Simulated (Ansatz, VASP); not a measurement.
## Ta: VASP beside Ansatz

```
CELL_PARAMETERS angstrom
0.00000 2.07066 2.07066
2.07066 0.00000 2.07066
2.07066 2.07066 0.00000
ATOMIC_POSITIONS crystal
Ta 0.00000 0.00000 0.00000
```

Alike in both runs: task relaxation of cell and atoms; functional LDA; k mesh 17 × 17 × 17; occupations fermi-dirac, width 0.05 eV; no spin polarisation.

|  | VASP | Ansatz |
| --- | --- | --- |
| version | VASP 6.6.1 | Ansatz 0.2.0 |
| potentials or method | VASP PAW LDA potentials, release 64 (Ta_pv), cutoff 600 eV | all-electron LAPW, scalar-relativistic |

```tsv
	VASP	Ansatz	Ansatz less VASP
relaxed volume (Å³/atom)	17.82	17.75	-0.076
relaxed cell length with the largest relative difference (Å)	2.932	2.928	-0.0041
```

Ansatz ran all-electron here, so the differences hold the error of VASP's frozen core and of both bases.

Spin-orbit coupling is left out, which matters for the levels of Ta.
